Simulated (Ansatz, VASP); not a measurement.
**LiCl: VASP beside Ansatz**

File INCAR:

```
SYSTEM = LiCl
PREC = Accurate ; ENCUT = 520
EDIFF = 1E-7 ; ISMEAR = -1
SIGMA = 0.05 ; LREAL = .FALSE.
LASPH = .TRUE. ; NELM = 80
ALGO = Normal ; ISIF = 2
LWAVE = .FALSE. ; LCHARG = .FALSE.
GGA = PE ; NBANDS = 12
```

The input KPOINTS:

```
regular mesh
0
G
  9 9 9
  0 0 0
```

The input POSCAR:

```
LiCl
1.0
    0.0000000000      2.5124130641      2.5124130641
    2.5124130641      0.0000000000      2.5124130641
    2.5124130641      2.5124130641      0.0000000000
Cl Li
1 1
Direct
    0.5000000000      0.5000000000      0.5000000000
    0.0000000000      0.0000000000      0.0000000000
```

The input input.yaml:

```yaml
crystal:
  lattice:
    - [0.0, 2.5124130641, 2.5124130641]
    - [2.5124130641, 0.0, 2.5124130641]
    - [2.5124130641, 2.5124130641, 0.0]
  atoms:
    - { symbol: Cl, position: [0.5, 0.5, 0.5] }
    - { symbol: Li, position: [0.0, 0.0, 0.0] }
hamiltonian:
  xc: pbe
  pseudopotentials: { kind: paw, azcp: { folder: soft_1 } }
kpoints:
  mp_grid: { grid: [9, 9, 9] }
scf:
  occupations: { method: fermi_dirac, width: 0.05 }
output:
  forces: true
  stress: true
  eigenvalues: true
  write_density: true
  write_potential: true
  elf: true
  volumetric_format: npy
```

Alike in both runs: task single point; functional PBE; k mesh 9 × 9 × 9; occupations fermi-dirac, width 0.05 eV; no spin polarisation.

|  | VASP | Ansatz |
| --- | --- | --- |
| version | VASP 6.6.1 | Ansatz 0.2.0 |
| potentials or method | VASP PAW PBE potentials, release 64 (Cl, Li_sv) | Ansatz PAW soft_1 |
| plane-wave cutoff (eV) | 520 | 420 |
| valence electrons in the cell | 10 | 10 |

VASP gave:

* gap on the k mesh at the Fermi level (eV): 6.71
* least direct gap on the mesh (eV): 6.71

Q: What did Ansatz give for the same quantities?

A: gap on the k mesh at the Fermi level (eV): 6.70; least direct gap on the mesh (eV): 6.70.

Caveats: an odd mesh through Γ misses points on the zone boundary, where band edges often lie (VASP); odd divisions of the mesh miss points on the zone boundary, where band edges often lie, so the gap on the mesh can be too wide (Ansatz).
